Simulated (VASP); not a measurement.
Wanted: the native input for a VASP 6.6.1 run.

```yaml
Task: single point
Functional: r2SCAN
Potentials_or_basis: VASP PAW PBE potentials, release 64 (Cu, Au)
Cutoff: 520 eV
k_mesh: 18 × 18 × 14
Occupations: gaussian, width 0.15 eV
Spin: no spin polarisation
Dipole_correction: no
Further_INCAR_settings: ALGO = Normal; EDIFF = 1e-07; NBANDS = 18
```

The system is CuAu.

```
CELL_PARAMETERS angstrom
2.80000 0.00000 0.00000
0.00000 2.80000 0.00000
0.00000 0.00000 3.67000
ATOMIC_POSITIONS crystal
Cu 0.50000 0.50000 0.50000
Au 0.00000 0.00000 0.00000
```

The input as run:

POSCAR

```
CuAu
1.0
    2.8000000000      0.0000000000      0.0000000000
    0.0000000000      2.8000000000      0.0000000000
    0.0000000000      0.0000000000      3.6700000000
Cu Au
1 1
Direct
    0.5000000000      0.5000000000      0.5000000000
    0.0000000000      0.0000000000      0.0000000000
```

INCAR.step1

```
SYSTEM = CuAu
  PREC = Accurate
  ENCUT = 520
  ISMEAR = 0
  SIGMA = 0.15
  LREAL = .FALSE.
  LASPH = .TRUE.
  NELM = 100
  NBANDS = 18
  GGA = PE
  ALGO = Normal
  EDIFF = 1E-4
  LWAVE = .TRUE.
  LCHARG = .FALSE.
```

INCAR.step2

```
SYSTEM = CuAu
  PREC = Accurate
  ENCUT = 520
  EDIFF = 1E-7
  ISMEAR = 0
  SIGMA = 0.15
  LREAL = .FALSE.
  LASPH = .TRUE.
  NELM = 100
  ALGO = Normal
  ISIF = 2
  LWAVE = .FALSE.
  LCHARG = .FALSE.
  METAGGA = R2SCAN
  LMIXTAU = .TRUE.
  NBANDS = 18
  ISTART = 1
```

KPOINTS

```
Automatic mesh
0
G
  18 18 14
  0 0 0
```

Potentials or basis: VASP PAW PBE potentials, release 64 (Cu, Au).

Run with:

```console
$ cat potpaw_PBE.64/Cu/POTCAR potpaw_PBE.64/Au/POTCAR > POTCAR
$ cp INCAR.step1 INCAR
$ mpirun -np 1 vasp_std > vasp.out
$ cp INCAR.step2 INCAR
$ mpirun -np 1 vasp_std > vasp.out
```

It gave:

```yaml
Pressure: 2.2 GPa
Band_gap_on_the_k_mesh: none (metal or under the smearing width)
```

Caveat: the PAW data sets were made with another functional, which shifts forces and pressure a little.

Wall time 4 min on 1 thread of Intel(R) Xeon(R) 6975P-C (Granite Rapids), with other jobs on the host, peak memory 0.35 GiB.
